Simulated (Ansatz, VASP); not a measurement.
W: 3 runs at one level of theory

The starting cell:

```
W
1.0
    -1.58234    1.58234    1.58234
     1.58234   -1.58234    1.58234
     1.58234    1.58234   -1.58234
W
1
Direct
  0.00000 0.00000 0.00000
```

Alike in all runs: task relaxation of cell and atoms; functional BLYP; dispersion D4; k mesh 12 × 12 × 12; occupations fermi-dirac, width 0.05 eV; no spin polarisation; no spin-orbit coupling.

```csv
program and potentials,plane-wave cutoff (eV),notes,equilibrium volume (Å³/atom)
"Ansatz, Ansatz PAW",420,"potentials made for PBE, which Ansatz adapts in part",15.95
"Ansatz, all-electron LAPW, scalar-relativistic",-,-,15.95
"VASP, PBE PAW files W_sv, 600 eV",600,potentials made for PBE,16.05
```

The equilibrium volume spans 15.95 (Ansatz, Ansatz PAW) to 16.05 Å³/atom (VASP, PBE PAW files W_sv, 600 eV), with all-electron results at 15.95. Some sets were made for another functional than the one run, which can shift their rows. Relaxations stop with a little pressure left, so the last digit of a volume isn't settled.

Differences between rows come from potentials, basis sets and numerical settings, since the functional is the same but for its coding. Runs on potential files found faulty are left out.
